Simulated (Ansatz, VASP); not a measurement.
**Two plane-wave programs on MgO**

File INCAR:

```
PREC = Accurate ; ENCUT = 520
EDIFF = 1E-7 ; ISMEAR = 0
SIGMA = 0.05 ; LREAL = F
LASPH = T ; NELM = 100
ALGO = Normal ; ISIF = 2
LWAVE = F ; LCHARG = F
GGA = PE ; NBANDS = 26
```

Contents of KPOINTS:

```
regular mesh
0
Gamma
  9 9 2
```

POSCAR

```
MgO
1.0
    3.4446000000      0.0000000000      0.0000000000
   -1.7223000000      2.9831111059      0.0000000000
    0.0000000000      0.0000000000      9.9532000000
Mg O
4 4
Direct
    0.3333333333      0.6666666667      0.9694906392
    0.0000000000      0.0000000000      0.2208211786
    0.0000000000      0.0000000000      0.7208211786
    0.6666666667      0.3333333333      0.4694906392
    0.3333333333      0.6666666667      0.7800420079
    0.0000000000      0.0000000000      0.5296443544
    0.0000000000      0.0000000000      0.0296443544
    0.6666666667      0.3333333333      0.2800420079
```

Input for Ansatz:

```yaml
crystal:
  lattice:
    - [3.4446, 0.0, 0.0]
    - [-1.7223, 2.9831111059, 0.0]
    - [0.0, 0.0, 9.9532]
  atoms:
    - { symbol: Mg, position: [0.3333333333, 0.6666666667, 0.9694906392] }
    - { symbol: Mg, position: [0.0, 0.0, 0.2208211786] }
    - { symbol: Mg, position: [0.0, 0.0, 0.7208211786] }
    - { symbol: Mg, position: [0.6666666667, 0.3333333333, 0.4694906392] }
    - { symbol: O, position: [0.3333333333, 0.6666666667, 0.7800420079] }
    - { symbol: O, position: [0.0, 0.0, 0.5296443544] }
    - { symbol: O, position: [0.0, 0.0, 0.0296443544] }
    - { symbol: O, position: [0.6666666667, 0.3333333333, 0.2800420079] }
basis:
  ecutwfc: 520.0
kpoints:
  mp_grid: { grid: [9, 9, 2] }
hamiltonian:
  xc: pbe
  pseudopotentials: { kind: paw, azcp: { folder: soft_1 } }
scf:
  occupations: { method: gaussian, width: 0.05 }
output:
  forces: true
  stress: true
  eigenvalues: true
```

Alike in both runs: task single point; functional PBE; k mesh 9 × 9 × 2; occupations gaussian, width 0.05 eV; no spin polarisation.

|  | VASP | Ansatz |
| --- | --- | --- |
| version | VASP 6.6.1 | Ansatz 0.2.0 |
| potentials or method | VASP PAW PBE potentials, release 64 (Mg, O) | scalar-relativistic, plane waves, PAW |
| plane-wave cutoff (eV) | 520 | 520 |
| valence electrons in the cell | 32 | 64 |

|  | VASP | Ansatz | Ansatz less VASP |
| --- | --- | --- | --- |
| gap on the k mesh at the Fermi level (eV) | 3.00 | 3.02 | +0.021 |
| least direct gap on the mesh (eV) | 3.00 | 3.02 | +0.021 |
| pressure (GPa) | -3.6 | -3.2 | +0.41 |
| largest component of the traceless stress (GPa) | 14.49 | 14.28 | -0.205 |
| rms of the force components (eV/Å) | 0.596 | 0.589 | -0.0065 |

Atom by atom the forces differ by 0.007 eV/Å (rms over components). The two sets of potentials don't hold the same shells in valence.

Caveats: forces of over 1 eV/Å show positions far from the minimum, so gaps and moduli don't describe the material at rest. As with any semilocal functional, this PBE gap is likely too small.
